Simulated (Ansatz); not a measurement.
Wurtzite BeO, treated with r²SCAN (Ansatz, a quantum-chemistry and plane-wave program, PAW).

Run with plane-wave cutoff 500 eV, 10×6×1 k mesh (along the axes of the cell as run), gaussian smearing 0.02 eV, scalar-relativistic PAW data made under PBE.

Problem. Estimate the surface energy of the (10-10) face and ionisation potential of the slab that the calculation returns.

Solution. 
- surface energy of the (10-10) face: 5.03 J/m²
- ionisation potential of the slab: 5.83 eV

The slab of 24 atoms is relaxed and unreconstructed.

Static lattice: no zero-point or thermal effects.

Cost on a shared machine: around 13 core-minutes (rough).
